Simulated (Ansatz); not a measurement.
Input and command of a plane-wave DFT calculation in Ansatz:

```yaml
crystal:
  lattice:
    - [0.0, 2.7218511865, 2.7218511865]
    - [2.7218511865, 0.0, 2.7218511865]
    - [2.7218511865, 2.7218511865, 0.0]
  atoms:
    - { symbol: Si, position: [0.25, 0.25, 0.25] }
    - { symbol: Si, position: [0.0, 0.0, 0.0] }
basis:
  ecutwfc: 500
kpoints:
  mp_grid: { grid: [2, 8, 2], shift: [0.65, 0.15, 0.62] }
hamiltonian:
  xc: r2scan
scf:
  occupations: { method: tetrahedron }
  mixing: { ndim: 3, preconditioner: kerker }
  initial_density: { chi_scale: 0, normalization: atom }
  max_iter: 53
output:
  forces: true
  stress: true
  eigenvalues: true
  populations: true
```

```bash
ansatz run input.yaml --threads 1 --pin off --max-ram 1331MiB --backend cpu --events-out ev --progress --plain --runs-dir out
```

Processor: Arm Neoverse N1, 1 thread, on a host shared with other jobs.

Question: How long does it run, and how much memory does it take?

Answer: About 7 s on 1 thread of Arm Neoverse N1, with other jobs on the host, peak memory 0.37 GiB. It solves 9 bands at 32 k points (the mesh reduced by the symmetry that the task leaves, which can be less than the crystal's) with about 965 plane waves, in 7 SCF iterations.
